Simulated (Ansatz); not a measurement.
Here is an Ansatz 0.2.0 calculation.

The input input.yaml:

```yaml
crystal:
  lattice:
    - [3.223, 0.0, 0.0]
    - [-1.6115, 2.7911998764, 0.0]
    - [0.0, 0.0, 3.191]
  atoms:
    - { symbol: Mo, position: [0.0, 0.0, 0.0] }
    - { symbol: P, position: [0.3333333333, 0.6666666667, 0.5] }
kpoints:
  mp_grid: { grid: [10, 10, 8] }
scf:
  occupations: { method: gaussian, width: 0.02 }
hamiltonian:
  xc: pbe
  pseudopotentials: { kind: all_electron, lapw: { basis_error: 0.001 } }
output:
  forces: true
  stress: true
  eigenvalues: true
```

Potentials or basis: all-electron LAPW, scalar-relativistic.

Run with:

```console
$ ansatz run input.yaml --threads 1 --pin off --max-ram 3072MiB --backend cpu --events-out ev --progress --plain --runs-dir out
```

Question: What does it give for the band gap on the k mesh?

Answer: None (metal or under the smearing width).

Question: Estimate the pressure.

Answer: 2.6 GPa.

Stress tensor (GPa, compression positive):
```
2.82 0.00 0.00
0.00 2.82 0.00
0.00 0.00 2.04
```
